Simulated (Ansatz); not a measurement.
Reaction (substitution at a C–S bond): `CCCS` + H₂Te → `CCC[TeH]` + H₂S

Calculated with Ansatz (gas phase, PBE0-D4/def2-TZVP geometries, no zero-point term in ΔE). CCSD(T)/CBS is the MP2 limit (def2-TZVPP, def2-QZVPP) plus CCSD(T) − MP2 in def2-TZVPP, frozen cores. This one scheme is used for every species. Functionals use def2-TZVPP. B3LYP here is the variant with VWN-RPA as its local correlation; programs differ in this. def2 core potentials past Kr. For Te outer-core shells are correlated without core-valence functions, which leaves a few kJ/mol of doubt a bond. One conformer a species, not always the lowest.

`CCCS`:

Z-matrix (Å, degrees):
```
C
C 1 1.517
H 1 1.094 2 111.2
H 1 1.092 2 111.2 3 -120.5
H 1 1.092 2 111.1 3 119.9
C 2 1.519 1 113.9 3 56.5
H 2 1.097 1 109.5 3 -64.0
H 2 1.094 1 109.9 3 179.1
S 6 1.814 2 115.3 1 66.1
H 6 1.092 2 110.3 1 -176.7
H 6 1.093 2 111.2 1 -58.3
H 9 1.342 6 97.6 2 -72.0
```

H₂Te:

Z-matrix (Å, degrees):
```
Te
H 1 1.656
H 1 1.656 2 90.4
```

`CCC[TeH]`:

```xyz
12

C    -0.917   -0.614   -1.281
C    -0.548   -0.423    0.182
C     0.661    0.478    0.345
Te    1.136    0.716    2.434
H    -1.787   -1.265   -1.386
H    -0.093   -1.065   -1.839
H    -1.155    0.342   -1.755
H    -0.345   -1.397    0.640
H    -1.400    0.001    0.723
H     0.472    1.472   -0.062
H     1.539    0.055   -0.143
H     2.437    1.701    2.142
```

H₂S:

Z-matrix (Å, degrees):
```
S
H 1 1.341
H 1 1.341 2 92.3
```

Problem. Is it downhill or uphill in electronic energy at CCSD(T)/CBS, and by how much? (An estimate is asked.)

Solution. Computed: Downhill: ΔE = -17.5 kJ/mol.

Problem. What do these levels give: B3LYP-D4, ωB97X-V, r2SCAN, HF/def2-TZVPP, HF/def2-QZVPP, HF/CBS(def2)? (Best estimate.)

Solution. Computed: B3LYP-D4 -10.9, ωB97X-V -7.4, r2SCAN -9.0, HF/def2-TZVPP -7.2, HF/def2-QZVPP -7.9, HF/CBS(def2) -8.0 kJ/mol.

Largest T1 diagnostic among the species: 0.010.

In def2-TZVPP, CCSD(T) changes the Hartree–Fock value by −7.2 kJ/mol (the triples alone add −1.0 kJ/mol) and MP2 by −11.4 kJ/mol.
